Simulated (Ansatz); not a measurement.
Crystal: TiO.

```
Ti O
1.0
     2.85161    0.00000    0.00000
    -1.42580    2.46956    0.00000
     0.00000    0.00000    5.56750
Ti O
2 2
Direct
  0.66667 0.33333 0.75000
  0.33333 0.66667 0.25000
  0.00000 0.00000 0.50000
  0.00000 0.00000 0.00000
```

The cell comes from a database or a generator and needn't be the stable form of this composition.

Base run:

| Quantity | Value |
| --- | --- |
| Program | Ansatz 0.2.0 |
| Functional | PBEsol |
| Potentials or basis | Ansatz PAW |
| Cutoff | 420 eV (not typed: the program's choice for these potentials) |
| k mesh | 10 × 10 × 4 |
| Occupations | fermi-dirac, width 0.05 eV |
| Spin | no spin polarisation |

Its results: band gap on the k mesh none (metal or under the smearing width); pressure -10.0 GPa.

Task: The run is repeated on the same cell with these changes: functional from PBEsol to r2SCAN0; cutoff from 420 eV (not typed: the program's choice for these potentials) to 500 eV (not typed: the program's choice for these potentials); k mesh from 10 × 10 × 4 to 6 × 6 × 3. What comes out?

Result: Band gap on the k mesh 1.12 eV, direct; pressure -11.0 GPa.

Several settings changed at once, so the effect can't be laid on one alone.

Caveats: some runs use coarse meshes; the PAW data sets come from PBE, with cores solved anew for the run's functional, which leaves a small shift of forces and pressure; semilocal functionals often make such compounds metallic where correlation or magnetic order opens a gap, which also shifts bond lengths (some runs); the density of states is complete only up to the lowest level of the last band computed (some runs); odd divisions of the mesh miss points on the zone boundary, where band edges often lie, so the gap on the mesh can be too wide (some runs); the thresholds are loose for stress (some runs).

